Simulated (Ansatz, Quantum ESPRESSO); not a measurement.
## Equation of state of Au under PBE

It takes space group Pm-3m (No. 221, cubic). The conventional cell has a = 2.748 Å, b = 2.748 Å, c = 2.748 Å, α = 90.00°, β = 90.00°, γ = 90.00°. Au (site symmetry m-3m) has 6 Au at 2.75 Å as nearest neighbours.

This isn't the form of Au at room conditions, which is fcc.

The cell was scaled at fixed shape and fractions and run with Quantum ESPRESSO, SSSP 1.3 efficiency PBE, cutoff 816 eV; PBE, k mesh 10 × 10 × 10 on the cell of 1 atom, fermi-dirac occupations of 0.05 eV, no spin polarisation, no spin-orbit coupling. Energies are those that the program minimises, any entropy of the smearing included. For a metal such a mesh isn't converged to the digits shown.

```tsv
V (Å³/atom)	energy over the lowest row (meV/atom)
19.5152	24.971
19.9304	10.173
20.3456	2.058
20.7608	0.000
21.1760	?
21.5913	11.592
22.0065	23.993
```

Problem. Fit the third-order Birch-Murnaghan form, give V0, B0 and B′, and predict the energy left open.

Solution. With y = (V0/V)^(2/3), E = E0 + (9 V0 B0/16) [(y - 1)³ B′ + (y - 1)² (6 - 4y)]. Least squares through the rows shown give V0 = 20.7023 Å³/atom, E0 = -0.021 meV, B0 = 105.2 GPa (1 eV/Å³ = 160.218 GPa) and B′ = 4.69, with a largest miss of 0.040 meV. At V = 21.1760 the form with these constants gives 3.388 meV; the run gave 3.382 meV an atom. Other set-ups at this level, from all their volumes (Å³/atom, GPa): Ansatz, Ansatz PAW (earlier soft set): V0 20.807, B0 104.2.
